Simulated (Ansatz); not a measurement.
# C10N: the cost of one run

Program: Ansatz 0.2.0. Level of theory: DFT PBE+D3(BJ), scalar-relativistic, plane waves, PAW. These are calculated values, not measurements.

6 further runs of the same task are left out: 1 that didn't finish, 5 set aside as unsound or not needed.

### Step 1. Starting point

It takes space group Cmmm (No. 65, orthorhombic). Conventional cell: a = 2.466 Å, b = 4.268 Å, c = 30.598 Å, α = 90.00°, β = 90.00°, γ = 90.00°. Around C (site symmetry m) lie 3 C at 1.42 Å. C (site symmetry m2m) is surrounded by 3 C at 1.42 Å.

Coordinates:

```
C
1.0
     2.46554    0.00000    0.00000
    -1.23277    2.13415    0.00000
     0.00000    0.00000   30.59797
C
10
Direct
  0.08331 0.16662 0.27780
  0.41669 0.83338 0.27780
  0.58331 0.16662 0.38890
  0.91669 0.83338 0.38890
  0.08331 0.16662 0.50000
  0.41669 0.83338 0.50000
  0.58331 0.16662 0.61110
  0.91669 0.83338 0.61110
  0.08331 0.16662 0.72220
  0.41669 0.83338 0.72220
```

Miller indices refer to the conventional cell of the relaxed bulk, Fmmm (No. 69): a = 2.466 Å, b = 4.268 Å, c = 6.799 Å, α = 90.00°, β = 90.00°, γ = 90.00°.

It is a (001) slab, 13.6 Å thick as cut, with 17 Å of vacuum; its outer planes are C (top) and C (bottom). An earlier relaxation, lower half held, gave -2510.7061 eV, work function 4.28 eV.

### Step 2. Start: N, top (C)

Input file input.yaml:

```yaml
crystal:
  lattice:
    - [2.4655379968, 0.0, 0.0]
    - [-1.2327689984, 2.1341461181, 0.0]
    - [0.0, 0.0, 32.5979680033]
  atoms:
    - { symbol: C, position: [0.0833101796, 0.1666203592, 0.2607524494] }
    - { symbol: C, position: [0.4166898204, 0.8333796408, 0.2607524494] }
    - { symbol: C, position: [0.5833101796, 0.1666203592, 0.3650391026] }
    - { symbol: C, position: [0.9166898204, 0.8333796408, 0.3650391026] }
    - { symbol: C, position: [0.0833101796, 0.1666203592, 0.4693232413] }
    - { symbol: C, position: [0.4166898204, 0.8333796408, 0.4693232413] }
    - { symbol: C, position: [0.5833101796, 0.1666203592, 0.5736098945] }
    - { symbol: C, position: [0.9166898204, 0.8333796408, 0.5736098945] }
    - { symbol: C, position: [0.0833101796, 0.1666203592, 0.6778940332] }
    - { symbol: C, position: [0.4166898204, 0.8333796408, 0.6778940332] }
    - { symbol: "N", position: [0.4166898204, 0.8333796408, 0.7232956361] }
basis:
  ecutwfc: 420
kpoints:
  mp_grid: { grid: [12, 12, 1] }
hamiltonian:
  xc: pbe
  dispersion: d3bj
scf:
  occupations: { method: gaussian, width: 0.1 }
output:
  forces: true
  eigenvalues: true
  write_density: true
  write_potential: true
  elf: true
  volumetric_format: npy
relax:
  adjacent_minimum: "off"
  f_tol: 0.03
  max_steps: 70
  constraints: [{ sites: [0, 1, 2, 3] }]
efield:
  axis: 3
  dipole_correction: true
  ramp_width: 0.04
```

The run is started by

```console
$ ansatz run input.yaml --threads 1 --pin off --max-ram 2560MiB --backend cpu --events-out ev --progress --plain --runs-dir out
```

**Question.** How long does this run take on 1 thread of Intel Xeon Platinum 8488C (Sapphire Rapids), shared host, and how much memory does it need?

About 4.3 min, with a peak of 0.6 GiB.
